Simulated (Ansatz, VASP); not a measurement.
## Se: VASP beside Ansatz

```
CELL_PARAMETERS angstrom
1.39427 -4.03900 0.00000
1.39427 4.03900 0.00000
0.00000 0.00000 4.61343
ATOMIC_POSITIONS crystal
Se 0.93566 0.06434 0.25000
Se 0.06434 0.93566 0.75000
```

Alike in both runs: task single point; functional PBE; k mesh 2 × 2 × 1; occupations gaussian, width 0.1 eV; no spin polarisation.

|  | VASP | Ansatz |
| --- | --- | --- |
| version | VASP 6.6.1 | Ansatz 0.2.0 |
| potentials or method | VASP PAW PBE potentials, release 64 (Se) | scalar-relativistic, plane waves, PAW |
| plane-wave cutoff (eV) | 520 | 599 |
| valence electrons in the cell | 12 | 32 |

```csv
,VASP,Ansatz,Ansatz less VASP
pressure (GPa),-0.9,-1.0,-0.05
largest component of the traceless stress (GPa),17.71,17.69,-0.022
rms of the force components (eV/Å),0.842,0.840,-0.0023
```

Atom by atom the forces differ by 0.002 eV/Å (rms over components). The two sets of potentials don't hold the same shells in valence.

Caveats: the k mesh is coarse (spacing up to 1.36 Å⁻¹), so the values aren't converged; forces of over 1 eV/Å show positions far from the minimum, so gaps and moduli don't describe the material at rest.
